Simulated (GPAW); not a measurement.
Here is a GPAW 26.7.0 calculation.

File run.py:

```python
import spglib
from ase import Atoms
from ase.dft.bandgap import bandgap
from ase.io import read, write
from gpaw import GPAW, PW

atoms = read('BN.cif')
cell, positions, numbers = spglib.find_primitive(
    (atoms.cell[:], atoms.get_scaled_positions(), atoms.numbers), symprec=1e-4)
atoms = Atoms(numbers, cell=cell, scaled_positions=positions, pbc=True)

calc = GPAW(mode=PW(650),
            xc='GLLBSC',
            kpts={'size': (10, 10, 10), 'gamma': True},
            occupations={'name': 'fermi-dirac', 'width': 0.05},
            nbands=11,
            convergence={'density': 1e-05, 'energy': 1e-05},
            maxiter=80,
            txt='gpaw.txt')
atoms.calc = calc
energy = atoms.get_potential_energy()
calc.write('gs.gpw')
write('result.traj', atoms)
print('Fermi level:', round(calc.get_fermi_level(), 4), 'eV')
print(f'Gap: {bandgap(calc)[0]:.4f} eV, direct: {bandgap(calc, direct=True)[0]:.4f} eV')
```

BN.cif

```cif
data_BN
_cell_length_a 2.50224357
_cell_length_b 2.50224357
_cell_length_c 10.11880321
_cell_angle_alpha 90.00000000
_cell_angle_beta 90.00000000
_cell_angle_gamma 120.00000000
_space_group_name_H-M_alt 'R3m'
_space_group_name_Hall 'R 3 -2"'
_space_group_IT_number 160
loop_
_space_group_symop_operation_xyz
'x,y,z'
'-y,x-y,z'
'-x+y,-x,z'
'-y,-x,z'
'-x+y,y,z'
'x,x-y,z'
'x+2/3,y+1/3,z+1/3'
'-y+2/3,x-y+1/3,z+1/3'
'-x+y+2/3,-x+1/3,z+1/3'
'-y+2/3,-x+1/3,z+1/3'
'-x+y+2/3,y+1/3,z+1/3'
'x+2/3,x-y+1/3,z+1/3'
'x+1/3,y+2/3,z+2/3'
'-y+1/3,x-y+2/3,z+2/3'
'-x+y+1/3,-x+2/3,z+2/3'
'-y+1/3,-x+2/3,z+2/3'
'-x+y+1/3,y+2/3,z+2/3'
'x+1/3,x-y+2/3,z+2/3'
loop_
_atom_site_label
_atom_site_type_symbol
_atom_site_symmetry_multiplicity
_atom_site_Wyckoff_symbol
_atom_site_fract_x
_atom_site_fract_y
_atom_site_fract_z
_atom_site_occupancy
N1 N 3 a 0.6666666667 0.3333333333 0.0005715333 1
B1 B 3 a 0.0000000000 0.0000000000 0.0003288000 1
```

Potentials or basis: the program's PAW data sets (release 1.2.1) made for this functional, pw.

Launch:

```console
$ OMP_NUM_THREADS=1 python run.py
```

Task: Estimate the band gap on the k mesh, Kohn-Sham part alone.

Result: 5.19 eV, indirect (least direct gap 6.01 eV).

Caveat: a model potential gives levels but no total energy. A k mesh can miss the band edges.
